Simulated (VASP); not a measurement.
# Au (Fm-3m) in VASP: further runs

One crystal, Au, is run at these levels: LDA, RPBE; tasks: relaxation of the atoms, relaxation of cell and atoms.

All numbers are computed with VASP 6.6.1; they aren't measurements. Logs are shortened: lines on timing, memory, paths and dates and some standing lists are left out, and cuts for length are marked.

## Step 1: The crystal as given

It takes space group Fm-3m (No. 225, cubic). The conventional cell has a = 4.070 Å, b = 4.070 Å, c = 4.070 Å, α = 90.00°, β = 90.00°, γ = 90.00°. Au (site symmetry m-3m) is surrounded by 12 Au at 2.88 Å.

## Step 2: Relaxation of the atoms, LDA (a relaxed cell with its volume scaled by 1.06)

The input, INCAR:

```
PREC     = Accurate       # precision mode
ENCUT    = 600            # plane-wave cutoff, eV
EDIFF    = 1E-7           # SCF threshold, eV
ISMEAR   = 1              # smearing method
SIGMA    = 0.1            # smearing width, eV
LREAL    = False          # projectors in reciprocal space
LASPH    = True           # aspherical terms in the spheres
NELM     = 80             # most SCF steps
ALGO     = Normal         # electronic algorithm
ISIF     = 2              # what is computed and relaxed
LWAVE    = False          # write WAVECAR
LCHARG   = False          # write CHGCAR
IBRION   = 2              # ionic algorithm
NSW      = 40             # ionic steps
EDIFFG   = -0.01          # ionic threshold
```

The input, KPOINTS:

```
regular mesh
0
Gamma
  16 16 16
```

The input, POSCAR:

```
Au                                      
1.0
    0.0000000000      2.0659527380      2.0659527380
    2.0659527380      0.0000000000      2.0659527380
    2.0659527380      2.0659527380      0.0000000000
  Au            
     1
Direct
     0.0000000000000000    0.0000000000000000    0.0000000000000000
```

Potentials or basis: VASP PAW LDA potentials, release 64 (Au).

Run with:

```
> cat potpaw_LDA.64/Au/POTCAR > POTCAR
> mpirun -np 1 vasp_std > vasp.out
```

OUTCAR:

```text
PREC = Accurate
   ENCUT = 600
   EDIFF = 1E-7
   ISMEAR = 1
   LREAL = False
   LASPH = True
   NELM = 80
   ISIF = 2
   IBRION = 2
   NSW = 40
   EDIFFG = -0.01

 ion  position               nearest neighbor table
   1  0.000  0.000  0.000-

  LATTYP: Found a face centered cubic cell.
 ALAT       =     4.1319054760

  Lattice vectors:

 A1 = (   0.0000000000,   2.0659527380,   2.0659527380)
 A2 = (   2.0659527380,   0.0000000000,   2.0659527380)
 A3 = (   2.0659527380,   2.0659527380,   0.0000000000)

Analysis of symmetry for initial positions (statically):
=====================================================================
 Subroutine PRICEL returns:
 Original cell was already a primitive cell.

 Routine SETGRP: Setting up the symmetry group for a
 face centered cubic supercell.

 Subroutine GETGRP returns: Found 48 space group operations
 (whereof 48 operations were pure point group operations)
 out of a pool of 48 trial point group operations.

The static configuration has the point symmetry O_h .

Analysis of symmetry for dynamics (positions and initial velocities):
=====================================================================
 Subroutine PRICEL returns:
 Original cell was already a primitive cell.

 Routine SETGRP: Setting up the symmetry group for a
 face centered cubic supercell.

 Subroutine GETGRP returns: Found 48 space group operations
 (whereof 48 operations were pure point group operations)
 out of a pool of 48 trial point group operations.

The dynamic configuration has the point symmetry O_h .

 Subroutine INISYM returns: Found 48 space group operations
 (whereof 48 operations are pure point group operations),
 and found     1 'primitive' translations

----------------------------------------------------------------------------------------

                                     Primitive cell

  volume of cell :      17.6356

  direct lattice vectors                    reciprocal lattice vectors
     0.000000000  2.065952738  2.065952738    -0.242019089  0.242019089  0.242019089
     2.065952738  0.000000000  2.065952738     0.242019089 -0.242019089  0.242019089
     2.065952738  2.065952738  0.000000000     0.242019089  0.242019089 -0.242019089

  length of vectors
     2.921698381  2.921698381  2.921698381     0.419189359  0.419189359  0.419189359

  position of ions in fractional coordinates (direct lattice)
     0.000000000  0.000000000  0.000000000

  ion indices of the primitive-cell ions
   primitive index   ion index
                 1           1

----------------------------------------------------------------------------------------

 KPOINTS: regular mesh

Automatic generation of k-mesh.
 Grid dimensions read from file:
 generate k-points for:   16   16   16

 Generating k-lattice:

  Cartesian coordinates                     Fractional coordinates (reciprocal lattice)
    -0.015126193  0.015126193  0.015126193     0.062500000  0.000000000  0.000000000
     0.015126193 -0.015126193  0.015126193     0.000000000  0.062500000  0.000000000
     0.015126193  0.015126193 -0.015126193     0.000000000  0.000000000  0.062500000

  Length of vectors
     0.026199335  0.026199335  0.026199335

  Shift w.r.t. Gamma in fractional coordinates (k-lattice)
     0.000000000  0.000000000  0.000000000

 Subroutine IBZKPT returns following result:
 ===========================================

 Found    145 irreducible k-points:

 Following reciprocal coordinates:
            Coordinates               Weight
  0.000000  0.000000  0.000000      1.000000
  0.062500  0.000000  0.000000      8.000000
  0.125000  0.000000  0.000000      8.000000
  0.187500  0.000000  0.000000      8.000000
  0.250000  0.000000  0.000000      8.000000
  0.312500  0.000000  0.000000      8.000000
[... 16 lines left out ...]
 -0.125000  0.062500  0.000000     24.000000
 -0.062500  0.062500  0.000000     12.000000
 [... further k-points ...]
   k-points           NKPTS =    145   k-points in BZ     NKDIM =    145   number of bands    NBANDS=      9
   number of dos      NEDOS =    301   number of ions     NIONS =      1
   total plane-waves  NPLWV =  13824
   dimension x,y,z NGX =    24 NGY =   24 NGZ =   24
   dimension x,y,z NGXF=    48 NGYF=   48 NGZF=   48
   ions per type =               1
   NGX,Y,Z   is equivalent  to a cutoff of  13.66, 13.66, 13.66 a.u.
   NGXF,Y,Z  is equivalent  to a cutoff of  27.31, 27.31, 27.31 a.u.
 SYSTEM =  unknown system
   PREC   = accura    normal or accurate (medium, high low for compatibility)
   ISTART =      0    job   : 0-new  1-cont  2-samecut
   ICHARG =      2    charge: 1-file 2-atom 10-const
   ISPIN  =      1    spin polarized calculation?
   LNONCOLLINEAR =      F non collinear calculations
   LSORBIT =      F    spin-orbit coupling
   LASPH  =      T    aspherical Exc in radial PAW
   ENCUT  =  600.0 eV  44.10 Ry    6.64 a.u.   5.84  5.84  5.84*2*pi/ulx,y,z
   NELM   =     80;   NELMIN=  2; NELMDL= -5     # of ELM steps
   EDIFF  = 0.1E-06   stopping-criterion for ELM
   LREAL  =      F    real-space projection
   EDIFFG = -.1E-01   stopping-criterion for IOM
   NSW    =     40    number of steps for IOM
   IBRION =      2    ionic relax: 0-MD 1-quasi-New 2-CG
   NFREE  =      1    steps in history (QN), initial steepest desc. (CG)
   ISIF   =      2    stress and relaxation
   ISYM   =      2    0-nonsym 1-usesym 2-fastsym
   POTIM  = 0.5000    time-step for ionic-motion
   TEBEG  =    0.0;   TEEND  =   0.0 temperature during run
   PSTRESS=    0.0 pullay stress
   NELECT =      11.0000    total number of electrons
   NUPDOWN=      -1.0000    fix difference up-down
   EMIN   =  10.00;   EMAX   =-10.00  energy-range for DOS
   EFERMI =   0.00;   METHOD = LEGACY
   ISMEAR =     1;   SIGMA  =   0.10  broadening in eV -4-tet -1-fermi 0-gaus
   EFERMI_NEDOS =   21; number of points for ismear=-14 and -15
   IALGO  =     38    algorithm
   IMIX   =      4    mixing-type and parameters
     AMIX     =   0.40;   BMIX     =  1.00
     AMIX_MAG =   1.60;   BMIX_MAG =  1.00
  volume/ion in A,a.u.               =      17.64       119.01
  Fermi-wavevector in a.u.,A,eV,Ry     =   1.398756  2.643266 26.620054  1.956519
  Thomas-Fermi vector in A             =   2.521883
   LORBIT       =      0    0 simple, 1 ext, 2 COOP (PROOUT), +10 PAW based schemes
   GGA     = CA    functional components
   LHFCALC =     F    Hartree Fock is set to
   AEXX    =    0.0000 exact exchange contribution
   IVDW    =     0    specifies the selected vdW correction
   LEPSILON=     F    determine dielectric tensor
   LRPA    =     F    only Hartree local field effects (RPA)
 conjugate gradient relaxation of ions
 non-spin polarized calculation
 Methfessel and Paxton  Order N= 1 SIGMA  =   0.10
  energy-cutoff  :      600.00
  volume of cell :       17.64
 maximum number of plane-waves:       609
   NGX = 11   NGY = 11   NGZ = 11

 number of electron      11.0000002 magnetization

 Free energy of the ion-electron system (eV)
  ---------------------------------------------------
  ext. energy  EPLUGINS =         0.00000000
  ---------------------------------------------------
  free energy    TOTEN  =        -4.41305212 eV

  energy without entropy =       -4.41293131  energy(sigma->0) =       -4.41301185

 E-fermi :   8.6525     XC(G=0): -12.7859

 val. band max:        8.6374884217   @ k =   0.4375   0.4375   0.0000
 cond. band min:       8.6567982832   @ k =   0.5000   0.3125   0.1250
 fundamental gap:      0.0193098615
 Fermi energy:         8.6524566121

 k-point     1 :       0.0000    0.0000    0.0000
  band No.  band energies     occupation
      1      -0.8424      2.00000
      2       4.1861      2.00000
      3       4.1861      2.00000
      4       4.1861      2.00000
      5       5.6353      2.00000
      6       5.6353      2.00000
      7      23.2458      0.00000
      8      27.0002      0.00000
      9      27.0002      0.00000

 k-point     2 :       0.0625    0.0000    0.0000
  band No.  band energies     occupation
      1      -0.7101      2.00000
      2       4.1443      2.00000
      3       4.2310      2.00000
      4       4.2310      2.00000
      5       5.6154      2.00000
      6       5.6154      2.00000
      7      23.3949      0.00000
      8      26.1374      0.00000
      9      27.1498      0.00000

 k-point     3 :       0.1250    0.0000    0.0000
  band No.  band energies     occupation
      1      -0.3266      2.00000
      2       4.0440      2.00000
      3       4.3431      2.00000
      4       4.3431      2.00000
      5       5.5809      2.00000
      6       5.5809      2.00000
      7      23.6022      0.00000
      8      24.5180      0.00000
      9      27.5594      0.00000

 k-point     4 :       0.1875    0.0000    0.0000
  band No.  band energies     occupation
      1       0.2571      2.00000
      2       3.9650      2.00000
      3       4.4479      2.00000
      4       4.4479      2.00000
      5       5.6106      2.00000
      6       5.6106      2.00000
      7      21.9752      0.00000
      8      24.3519      0.00000
      9      28.0670      0.00000
[... 205 lines left out ...]
 k-point    22 :      -0.1875    0.0625    0.0000
  band No.  band energies     occupation
      1       0.5880      2.00000
      2       3.8783      2.00000
      3       4.4975      2.00000
      4       4.5288      2.00000
      5       5.4307      2.00000
      6       5.8932      2.00000
      7      21.2807      0.00000
      8      24.2699      0.00000
      9      26.8585      0.00000

 k-point    23 :      -0.1250    0.0625    0.0000
  band No.  band energies     occupation
      1      -0.0379      2.00000
      2       3.9429      2.00000
      3       4.4245      2.00000
      4       4.4452      2.00000
      5       5.4207      2.00000
      6       5.7232      2.00000
      7      23.3849      0.00000
      8      24.1771      0.00000
      9      26.7172      0.00000

 k-point    24 :      -0.0625    0.0625    0.0000
  band No.  band energies     occupation
      1      -0.4934      2.00000
      2       4.0631      2.00000
      3       4.2931      2.00000
      4       4.3264      2.00000
      5       5.5179      2.00000
      6       5.6599      2.00000
      7      23.6120      0.00000
      8      25.3072      0.00000
      9      26.7381      0.00000

 [... further k-points ...]

------------------------ aborting loop because EDIFF is reached ----------------------------------------

  FORCE on cell =-STRESS in cart. coord.  units (eV):
  Direction    XX          YY          ZZ          XY          YZ          ZX
  --------------------------------------------------------------------------------------
  -------------------------------------------------------------------------------------
  Total       -1.0523021     -1.0523021     -1.0523021      0.0000000     -0.0000000      0.0000000
  in kB      -95.6004410    -95.6004410    -95.6004410      0.0000000     -0.0000000      0.0000000
  external PRESSURE =     -95.6004410 kB  Pullay stress =       0.0000000 kB

 VOLUME and BASIS-vectors are now :
 -----------------------------------------------------------------------------
  energy-cutoff  :      600.00
  volume of cell :       17.64
      direct lattice vectors                 reciprocal lattice vectors
     0.000000000  2.065952738  2.065952738    -0.242019089  0.242019089  0.242019089
     2.065952738  0.000000000  2.065952738     0.242019089 -0.242019089  0.242019089
     2.065952738  2.065952738  0.000000000     0.242019089  0.242019089 -0.242019089

 POSITION                                       TOTAL-FORCE (eV/Angst)
 -----------------------------------------------------------------------------------
      0.00000      0.00000      0.00000         0.000000      0.000000     -0.000000
 -----------------------------------------------------------------------------------
    total drift:                               -0.000000      0.000000      0.000000

  FREE ENERGIE OF THE ION-ELECTRON SYSTEM (eV)
  ---------------------------------------------------
  free  energy   TOTEN  =        -4.4130521209 eV

  energy  without entropy=       -4.4129313117  energy(sigma->0) =       -4.41301185

 reached required accuracy - stopping structural energy minimisation
```

Wall time 11 s (1 thread of AMD EPYC 9R45 (Zen 5), shared host); peak memory 0.12 GiB.

What came out:

```yaml
Free_energy: -4.4131 eV
Pressure_after_relaxing: -9.6 GPa
Band_gap_on_the_k_mesh: none (metal or under the smearing width)
```

Final structure:
```
Au
1.0
     0.00000    2.06595    2.06595
     2.06595    0.00000    2.06595
     2.06595    2.06595    0.00000
Au
1
Cartesian
  0.0000 0.0000 0.0000
```

Levels at points of the mesh, in eV from the Fermi level:
```
           k point  band 3  band 4  band 5  band 6  band 7  band 8  band 9
(0.00, 0.00, 0.00)   -4.47   -4.47   -3.02   -3.02   14.59   18.35   18.35
(0.50, 0.00, 0.00)   -4.49   -1.88   -1.88   -0.79    2.93   14.04   16.82
(0.50, 0.50, 0.00)   -1.92   -1.58   -1.58    1.12    5.53    9.88    9.88
```

Caveat: the relaxation stopped at its first step, so nothing moved. The run has no spin-orbit coupling, so splittings on Au are missing.

## Step 3: Relaxation of cell and atoms, RPBE

The input, INCAR:

```
SYSTEM = Au
PREC = Accurate ; ENCUT = 600
EDIFF = 1E-6 ; ISMEAR = 1
SIGMA = 0.1 ; LREAL = .FALSE.
LASPH = .TRUE. ; NELM = 80
ALGO = Normal ; ISIF = 3
LWAVE = .FALSE. ; LCHARG = .FALSE.
GGA = RP ; IBRION = 2
NSW = 90 ; EDIFFG = -0.01
```

The input, KPOINTS:

```
regular mesh
0
G
  16 16 16
  0 0 0
```

The input, POSCAR:

```
Au
1.0
    0.0000000000      2.0350000000      2.0350000000
    2.0350000000      0.0000000000      2.0350000000
    2.0350000000      2.0350000000      0.0000000000
Au
1
Direct
    0.0000000000      0.0000000000      0.0000000000
```

Potentials or basis: VASP PAW PBE potentials, release 64 (Au).

Run with:

```
> cat potpaw_PBE.64/Au/POTCAR > POTCAR
> mpirun -np 1 vasp_std > vasp.out
```

Wall time 24 s (1 thread of Intel Xeon Platinum 8488C (Sapphire Rapids), shared host); peak memory 0.17 GiB.

The run converged. Its results:

* Free energy: -2.6360 eV
* Relaxed volume: 18.48 Å³/atom
* Relaxed cell: a = 2.967 Å, b = 2.967 Å, c = 2.967 Å, α = 60.00°, β = 60.00°, γ = 60.00°
* Space group after relaxing (to 0.05 Å): Fm-3m (No. 225)
* Energy gained by relaxing: 66.8 meV/atom
* Ionic steps: 4
* Pressure after relaxing: -0.1 GPa
* Band gap on the k mesh: none (metal or under the smearing width)

Step by step:
| step | energy change (eV) | largest force (eV/Å) | pressure (GPa) | volume (Å³) |
| --- | --- | --- | --- | --- |
| 1 | 0.0000 | 0.0000 | 14.75 | 16.85 |
| 2 | 0.0243 | 0.0000 | -10.25 | 20.93 |
| 3 | -0.0668 | 0.0000 | -0.40 | 18.53 |
| 4 | -0.0668 | 0.0000 | -0.07 | 18.48 |

Final structure:
```
Au
1.0
     0.00000    2.09824    2.09824
     2.09824    0.00000    2.09824
     2.09824    2.09824    0.00000
Au
1
Direct
  0.00000 0.00000 0.00000
```

Levels at points of the mesh, in eV from the Fermi level:
```
           k point  band 2  band 3  band 4  band 5  band 6  band 7  band 8  band 9
(0.00, 0.00, 0.00)   -4.23   -4.23   -4.23   -2.92   -2.92   14.65   18.22   18.22
(0.50, 0.00, 0.00)   -4.25   -4.25   -1.88   -1.88   -0.50    2.74   14.09   16.62
(0.50, 0.50, 0.00)   -6.02   -1.93   -1.61   -1.61    1.34    5.24    9.88    9.88
```

Caveat: the PAW data sets were made with another functional, which shifts forces and pressure a little. The run has no spin-orbit coupling, so splittings on Au are missing.

[end of part 1 of 2]
